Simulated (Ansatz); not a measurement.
**ZnAu: what symmetry allows forces and stress to be**

```xyz
2
Lattice="3.1470 0.0000 0.0000 0.0000 3.1470 0.0000 0.0000 0.0000 3.1470" Properties=species:S:1:pos:R:3 pbc="T T T"
Zn    1.5735    1.5735    1.5735
Au    0.0900    0.0000    0.0000
```

Computed with DFT PBE, scalar-relativistic, plane waves, PAW in Ansatz 0.2.0.

Settings: cutoff 420 eV, Γ-centred mesh 12×12×12 on the computed 2-atom cell, Gaussian smearing of 0.10 eV; no spin polarisation.

This distorted cell has space group P4mm, with 8 operations.

Question: Without a calculation: in which directions can each atom feel a force?

Answer: A force must be left unchanged by every operation that keeps its atom in place, so it lies in the space that those operations leave fixed. Atoms that the group maps onto each other feel forces of one size.
| atom | site symmetry | operations at the site | equivalent to atom | allowed force (Cartesian) |
| --- | --- | --- | --- | --- |
| Zn1 | 4mm | 8 | 1 | along (1.00, 0.00, 0.00) |
| Au2 | 4mm | 8 | 2 | along (1.00, 0.00, 0.00) |

That leaves 2 independent force components of 6, tied by 1 condition that the forces sum to zero, so 1 remains. A relaxation in this cell that keeps the symmetry moves the atoms in these directions alone.

Question: And the stress tensor?

Answer: It must be invariant under the point group, which leaves 2 independent components: yz, xz, xy vanish; yy = zz.

Question: Do the computed values obey this?

Answer: Yes. Forces (eV/Å):
```
Zn1  0.339  0.000  0.000
Au2 -0.339  0.000  0.000
```

Stress (GPa, compression positive, xx yy zz yz xz xy): 5.01 5.39 5.39 0.00 0.00 0.00. The program imposes the same operations on density, forces and stress, so this confirms the analysis and is no independent test of the calculation.

Spin–orbit coupling is left out, which can shift energies with elements as heavy as these.